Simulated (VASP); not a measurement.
Write the native input for VASP 6.6.1 that does the following.

```
Task                   : relaxation of cell and atoms
Functional             : PBE
Potentials or basis    : VASP PAW PBE potentials, release 64 (Al, Ni)
Cutoff                 : 600 eV
k mesh                 : 15 × 15 × 15
Occupations            : methfessel-paxton, width 0.1 eV
Spin                   : no spin polarisation
Further INCAR settings : ALGO = Normal; EDIFF = 1e-06; IBRION = 2; EDIFFG = -0.005; NSW = 80; ISIF = 3
```

The structure of AlNi lies in POSCAR:

```
AlNi                                    
1.0
    2.8930328623      0.0000000000      0.0000000000
    0.0000000000      2.8930328623     -0.0000000000
    0.0000000000     -0.0000000000      2.8930328623
  Al              Ni            
     1     1
Direct
     0.5000000000000000    0.5000000000000000    0.5000000000000000
     0.0000000000000000    0.0000000000000000    0.0000000000000000
```

The cell comes from a database or a generator and needn't be the stable form of this composition.

The input as run:

INCAR

```
PREC     = Accurate       # precision mode
ENCUT    = 600            # plane-wave cutoff, eV
EDIFF    = 1E-6           # SCF threshold, eV
ISMEAR   = 1              # smearing method
SIGMA    = 0.1            # smearing width, eV
LREAL    = False          # projectors in reciprocal space
LASPH    = True           # aspherical terms in the spheres
NELM     = 120            # most SCF steps
ALGO     = Normal         # electronic algorithm
ISIF     = 3              # what is computed and relaxed
LWAVE    = False          # write WAVECAR
LCHARG   = False          # write CHGCAR
GGA      = PE             # functional
IBRION   = 2              # ionic algorithm
NSW      = 80             # ionic steps
EDIFFG   = -0.005         # ionic threshold
KPAR     = 2
```

KPOINTS

```
Automatic mesh
0
Gamma
  15 15 15
```

Potentials or basis: VASP PAW PBE potentials, release 64 (Al, Ni).

Command:

```console
$ cat potpaw_PBE.64/Al/POTCAR potpaw_PBE.64/Ni/POTCAR > POTCAR
$ mpirun -np 2 vasp_std > vasp.out
```

It gave:

| Property | Result |
| --- | --- |
| Pressure after relaxing | 0.0 GPa |
| Band gap on the k mesh | none (metal or under the smearing width) |

Caveat: the relaxation stopped at its first step, so nothing moved.

Run time: 11 s on 2 MPI ranks on Intel(R) Xeon(R) Platinum 8488C (Sapphire Rapids), with other jobs on the host, peak memory 0.16 GiB a rank.
